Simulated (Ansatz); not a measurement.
# Te (Tellurium): properties at the relaxed cell

The task, for Te (Tellurium): fit an equation of state.

The COD entry's cell or inner coordinates are ideal or old and differ from later refinements, so a difference from it is no clean test against experiment.

Computed with Ansatz 0.2.0 (DFT r2SCAN+D3(BJ), scalar-relativistic, plane waves, PAW, unless a step's input says otherwise).

1 further run of the same task is left out (set aside as unsound or not needed).

## 1. Starting point

Symmetry: P3_121, No. 152, trigonal system. Conventional cell: a = 4.478 Å, b = 4.478 Å, c = 5.930 Å, α = 90.00°, β = 90.00°, γ = 120.00°. Te (site symmetry 2) is surrounded by 2 Te at 2.84 Å.

As a file:

```
CELL_PARAMETERS angstrom
4.47848 0.00000 0.00000
-2.23924 3.87848 0.00000
0.00000 0.00000 5.93039
ATOMIC_POSITIONS crystal
Te 0.26364 0.00000 0.33333
Te 0.00000 0.26364 0.66667
Te 0.73636 0.73636 0.00000
```

This cell was relaxed beforehand with the same method: volume 34.34 Å³/atom, gap on the mesh 0.39 eV.

## 2. Point at V/V0 = 0.97

Input file input.yaml:

```yaml
crystal:
  lattice:
    - [4.4332441302, 0.0, 0.0]
    - [-2.2166220651, 3.8393020379, 0.0]
    - [0.0, 0.0, 5.8704873272]
  atoms:
    - { symbol: Te, position: [0.2636437571, 0.0, 0.3333333333] }
    - { symbol: Te, position: [0.0, 0.2636437571, 0.6666666667] }
    - { symbol: Te, position: [0.7363562429, 0.7363562429, 0.0] }
basis:
  ecutwfc: 500
kpoints:
  mp_grid: { grid: [9, 9, 6] }
hamiltonian:
  xc: r2scan
  dispersion: d3bj
scf:
  occupations: { method: gaussian, width: 0.02 }
output:
  forces: true
  stress: true
  eigenvalues: true
  write_density: true
  write_potential: true
  elf: true
  volumetric_format: npy
relax:
  adjacent_minimum: "off"
  f_tol: 0.01
  max_steps: 30
  cell: { stress_tol: 0.1, fix: [volume] }
```

Run with:

```bash
> ansatz run input.yaml --threads 2 --pin off --max-ram 5120MiB --backend cpu --events-out ev --progress --plain --runs-dir out
```

## 3. Volume × 1.03

input.yaml: that of step 2 with these lines changed.

```diff
@@ -2,5 +2,5 @@
   lattice:
-    - [4.4332441302, 0.0, 0.0]
-    - [-2.2166220651, 3.8393020379, 0.0]
-    - [0.0, 0.0, 5.8704873272]
+    - [4.5228287539, 0.0, 0.0]
+    - [-2.2614143769, 3.9168845978, 0.0]
+    - [0.0, 0.0, 5.9891149919]
   atoms:
@@ -22,6 +22,2 @@
   eigenvalues: true
-  write_density: true
-  write_potential: true
-  elf: true
-  volumetric_format: npy
 relax:
```

## 4. Point at V/V0 = 0.94

Input file input.yaml:

```yaml
crystal:
  lattice:
    - [4.3628492607, 0.0, 0.0]
    - [-2.1814246304, 3.7783382927, 0.0]
    - [0.0, 0.0, 5.8739893322]
  atoms:
    - { symbol: Te, position: [0.2691988038, 0.0, 0.3333333333] }
    - { symbol: Te, position: [0.0, 0.2691988038, 0.6666666667] }
    - { symbol: Te, position: [0.7308011962, 0.7308011962, 0.0] }
basis:
  ecutwfc: 500
kpoints:
  mp_grid: { grid: [9, 9, 6] }
hamiltonian:
  xc: r2scan
  dispersion: d3bj
scf:
  occupations: { method: gaussian, width: 0.02 }
output:
  forces: true
  stress: true
  eigenvalues: true
relax:
  adjacent_minimum: "off"
  f_tol: 0.01
  max_steps: 30
  cell: { stress_tol: 0.1, fix: [volume] }
```

## 5. The cell scaled to 1.06 of its volume

Input file input.yaml:

```yaml
crystal:
  lattice:
    - [4.5900784681, 0.0, 0.0]
    - [-2.295039234, 3.9751245588, 0.0]
    - [0.0, 0.0, 5.9842725012]
  atoms:
    - { symbol: Te, position: [0.2582618499, 0.0, 0.3333333333] }
    - { symbol: Te, position: [0.0, 0.2582618499, 0.6666666667] }
    - { symbol: Te, position: [0.7417381501, 0.7417381501, 0.0] }
basis:
  ecutwfc: 500
kpoints:
  mp_grid: { grid: [9, 9, 6] }
hamiltonian:
  xc: r2scan
  dispersion: d3bj
scf:
  occupations: { method: gaussian, width: 0.02 }
output:
  forces: true
  stress: true
  eigenvalues: true
relax:
  adjacent_minimum: "off"
  f_tol: 0.01
  max_steps: 30
  cell: { stress_tol: 0.1, fix: [volume] }
```

## 6. Point at V/V0 = 0.91

Input file input.yaml:

```yaml
crystal:
  lattice:
    - [4.2901598069, 0.0, 0.0]
    - [-2.1450799035, 3.715387379, 0.0]
    - [0.0, 0.0, 5.8808509013]
  atoms:
    - { symbol: Te, position: [0.2747245474, 0.0, 0.3333333333] }
    - { symbol: Te, position: [0.0, 0.2747245474, 0.6666666667] }
    - { symbol: Te, position: [0.7252754526, 0.7252754526, 0.0] }
basis:
  ecutwfc: 500
kpoints:
  mp_grid: { grid: [9, 9, 6] }
hamiltonian:
  xc: r2scan
  dispersion: d3bj
scf:
  occupations: { method: gaussian, width: 0.02 }
output:
  forces: true
  stress: true
  eigenvalues: true
  write_density: true
  write_potential: true
  elf: true
  volumetric_format: npy
relax:
  adjacent_minimum: "off"
  f_tol: 0.01
  max_steps: 30
  cell: { stress_tol: 0.1, fix: [volume] }
```

## 7. The cell scaled to 1.10 of its volume

Input file input.yaml:

```yaml
crystal:
  lattice:
    - [4.6736623089, 0.0, 0.0]
    - [-2.3368311544, 4.0475102882, 0.0]
    - [0.0, 0.0, 5.9899575125]
  atoms:
    - { symbol: Te, position: [0.2533349778, 0.0, 0.3333333333] }
    - { symbol: Te, position: [0.0, 0.2533349778, 0.6666666667] }
    - { symbol: Te, position: [0.7466650222, 0.7466650222, 0.0] }
basis:
  ecutwfc: 500
kpoints:
  mp_grid: { grid: [9, 9, 6] }
hamiltonian:
  xc: r2scan
  dispersion: d3bj
scf:
  occupations: { method: gaussian, width: 0.02 }
output:
  forces: true
  stress: true
  eigenvalues: true
relax:
  adjacent_minimum: "off"
  f_tol: 0.01
  max_steps: 30
  cell: { stress_tol: 0.1, fix: [volume] }
```

## 8. Point at V/V0 = 0.88

Input file input.yaml:

```yaml
crystal:
  lattice:
    - [4.2182846717, 0.0, 0.0]
    - [-2.1091423359, 3.6531416861, 0.0]
    - [0.0, 0.0, 5.8824279775]
  atoms:
    - { symbol: Te, position: [0.2803418824, 0.0, 0.3333333333] }
    - { symbol: Te, position: [0.0, 0.2803418824, 0.6666666667] }
    - { symbol: Te, position: [0.7196581176, 0.7196581176, 0.0] }
basis:
  ecutwfc: 500
kpoints:
  mp_grid: { grid: [9, 9, 6] }
hamiltonian:
  xc: r2scan
  dispersion: d3bj
scf:
  occupations: { method: gaussian, width: 0.02 }
output:
  forces: true
  stress: true
  eigenvalues: true
relax:
  adjacent_minimum: "off"
  f_tol: 0.01
  max_steps: 30
  cell: { stress_tol: 0.1, fix: [volume] }
```

(Steps that only read results are left out.)

Q: Predict the outcome of this session. Wanted: equilibrium volume of the fit; bulk modulus.

As calculated:

| quantity | value |
| --- | --- |
| equilibrium volume of the fit | 34.39 Å³/atom |
| bulk modulus | 19 GPa |
| its pressure derivative | 9.1 |

What this shows: The fit puts the minimum at 34.39 Å³/atom with B = 19 GPa and B' = 9.1. B' = 9.1 lies outside the usual range of about 3 to 6, so take the fit with care. The gap on the mesh goes from 0.06 eV at the smallest volume to 0.67 eV at the largest. These runs have no spin-orbit coupling; with Te it would split and shift bands.

Real Te has a narrow gap, which semilocal functionals close or nearly close; near the undistorted cell a metallic reading is the functional's, not the solid's.
